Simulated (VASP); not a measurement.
Here is a VASP 6.6.1 calculation.

The input INCAR:

```
  PREC = Accurate
  ENCUT = 520
  EDIFF = 1E-6
  ISMEAR = 0
  SIGMA = 0.1
  LREAL = F
  LASPH = T
  NELM = 100
  ALGO = Fast
  ISIF = 2
  LWAVE = F
  LCHARG = T
  GGA = PS
  LELF = T
  LVHAR = T
  LVACPOTAV = T
```

Contents of KPOINTS:

```
regular mesh
0
Gamma
  12 12 1
```

POSCAR

```
W
1.0
    3.1650000000      0.0000000000      0.0000000000
    1.5825000000      2.2379929625      0.0000000000
    0.0000000000      0.0000000000     27.4279577747
W
7
Direct
    0.0000000000      0.0000000000      0.2552140432
    0.5000000000      0.0000000000      0.3368093621
    0.0000000000      0.0000000000      0.4184046811
    0.5000000000      0.0000000000      0.5000000000
    0.0000000000      0.0000000000      0.5815953189
    0.5000000000      0.0000000000      0.6631906379
    0.0000000000      0.0000000000      0.7447859568
```

Potentials or basis: VASP PAW PBE potentials, release 64 (W_sv).

Command:

```console
$ cat potpaw_PBE.64/W_sv/POTCAR > POTCAR
$ mpirun -np 1 vasp_std > vasp.out
```

(1) Estimate the largest force.

(2) Predict the band gap on the k mesh.

Results:

(1) 0.798 eV/Å.

(2) none (metal or under the smearing width).

Caveat: the PAW data sets were made with another functional, which shifts forces and pressure a little.
